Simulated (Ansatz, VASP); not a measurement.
**One calculation of Si, two programs**

```
CELL_PARAMETERS angstrom
0.00000 2.71547 2.85124
2.71547 0.00000 2.85124
2.71547 2.71547 0.00000
ATOMIC_POSITIONS crystal
Si 0.50000 0.50000 0.50000
Si 0.75000 0.75000 0.75000
```

Change from the starting cell: strain +0.0500 x Voigt [0, 0, 1, 0, 0, 0], atoms carried along.

Alike in both runs: task single point; functional LDA; k mesh 12 × 12 × 12; occupations gaussian, width 0.05 eV; no spin polarisation.

```csv
,VASP,Ansatz
version,VASP 6.6.1,Ansatz 0.2.0
potentials or method,"VASP PAW LDA potentials, release 64 (Si)","scalar-relativistic, plane waves, PAW"
plane-wave cutoff (eV),520,420
valence electrons in the cell,8,8
```

Ansatz gave:

* gap on the k mesh at the Fermi level (eV): 0.29
* least direct gap on the mesh (eV): 2.09
* pressure (GPa): -5.5
* largest component of the traceless stress (GPa): 3.34

Problem. Which values does VASP return?

Solution. gap on the k mesh at the Fermi level (eV): 0.29; least direct gap on the mesh (eV): 2.10; pressure (GPa): -5.5; largest component of the traceless stress (GPa): 3.34.
